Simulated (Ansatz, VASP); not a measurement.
**Two plane-wave programs on Sb**

```xyz
6
Lattice="6.5321 0.5132 0.3213 -0.3496 4.2902 -0.1473 2.6128 2.6773 7.4103" Properties=species:S:1:pos:R:3 pbc="T T T"
Sb    4.3231    5.1092    4.0898
Sb    3.9516    2.9907    6.0649
Sb    6.0092    2.8849    1.1901
Sb    0.9814    0.5151    3.4156
Sb    3.8640    4.8673    1.0194
Sb    7.7064    3.2561    5.6106
```

Alike in both runs: functional PBE; k mesh 4 × 4 × 4; occupations gaussian, width 0.1 eV; no spin polarisation.

Ansatz relaxed the structure, and its values are those at the end. VASP's run is a single point on that final structure, the one shown.

|  | VASP | Ansatz |
| --- | --- | --- |
| version | VASP 6.6.1 | Ansatz 0.2.0 |
| potentials or method | VASP PAW PBE potentials, release 64 (Sb) | scalar-relativistic, plane waves, PAW |
| plane-wave cutoff (eV) | 520 | 420 |
| valence electrons in the cell | 30 | 90 |

```csv
,VASP,Ansatz,Ansatz less VASP
gap on the k mesh at the Fermi level (eV),none,none,-
pressure (GPa),0.1,0.1,-0.05
rms of the force components (eV/Å),0.024,0.014,-0.0099
```

A gap of «none» marks a metal or a gap that the smearing closes. With one functional, cell and mesh, what is left measures potentials, basis and numerics. The two sets of potentials don't hold the same shells in valence.

Caveats: the k mesh is coarse (spacing up to 0.38 Å⁻¹), so the values aren't converged. Spin-orbit coupling is left out, which matters for the levels of Sb.
